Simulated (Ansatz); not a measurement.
# GaS: the cost of one run

Code: Ansatz 0.2.0. PAW datasets, plane waves. No spin polarisation and no zero-point or thermal motion.

**1. The cell**

The cell was relaxed beforehand with r2SCAN+rVV10.

The symmetry is P6_3/mmc (No. 194, hexagonal); a = 3.580 Å, c = 15.563 Å in the conventional setting, 21.59 Å³ an atom. Around Ga lie 3 S at 2.33 Å and 1 Ga at 2.44 Å; around S lie 3 Ga at 2.33 Å.

The structure in full:

```
CELL_PARAMETERS angstrom
3.57951 0.00000 0.00000
-1.78975 3.09994 0.00000
0.00000 0.00000 15.56314
ATOMIC_POSITIONS crystal
Ga 0.33333 0.66667 0.17170
Ga 0.66667 0.33333 0.67170
Ga 0.33333 0.66667 0.32830
Ga 0.66667 0.33333 0.82830
S 0.33333 0.66667 0.60286
S 0.66667 0.33333 0.10286
S 0.33333 0.66667 0.89714
S 0.66667 0.33333 0.39714
```

**2. Band structure with PBE**

The input, input.yaml:

```yaml
crystal:
  lattice:
    - [3.5795071692, 0.0, 0.0]
    - [-1.7897535846, 3.0999441415, 0.0]
    - [0.0, 0.0, 15.5631354735]
  atoms:
    - { symbol: Ga, position: [0.3333333333, 0.6666666667, 0.1716953111] }
    - { symbol: Ga, position: [0.6666666667, 0.3333333333, 0.6716953111] }
    - { symbol: Ga, position: [0.3333333333, 0.6666666667, 0.3283046889] }
    - { symbol: Ga, position: [0.6666666667, 0.3333333333, 0.8283046889] }
    - { symbol: S, position: [0.3333333333, 0.6666666667, 0.6028570889] }
    - { symbol: S, position: [0.6666666667, 0.3333333333, 0.1028570889] }
    - { symbol: S, position: [0.3333333333, 0.6666666667, 0.8971429111] }
    - { symbol: S, position: [0.6666666667, 0.3333333333, 0.3971429111] }
kpoints:
  mp_grid: { grid: [12, 12, 2] }
  band_path:
    path:
      - [[0.0, 0.0, 0.0], [0.5, 1.472353134443e-17, 0.0], [0.3333333333333, 0.3333333333333, 0.0], [0.0, 0.0, 0.0], [0.0, 0.0, 0.5], [0.5, 1.472353134443e-17, 0.5], [0.3333333333333, 0.3333333333333, 0.5], [0.0, 0.0, 0.5]]
      - [[0.5, 1.472353134443e-17, 0.5], [0.5, 1.472353134443e-17, 0.0]]
      - [[0.3333333333333, 0.3333333333333, 0.5], [0.3333333333333, 0.3333333333333, 0.0]]
    npoints: 10
hamiltonian:
  xc: pbe
scf:
  occupations: { method: fermi_dirac, width: 0.02 }
  n_extra_bands: 6
output:
  forces: true
  stress: true
  eigenvalues: true
```

The run is started by

```console
$ ansatz run input.yaml --threads 8 --pin off --max-ram 20275MiB --backend cpu --events-out ev --progress --plain --runs-dir out
```

Q: Estimate wall time and peak memory on 8 threads of Intel Xeon at 2.50GHz (Skylake/Cascade Lake), shared host.

About 8.7 s, with a peak of 0.84 GiB.
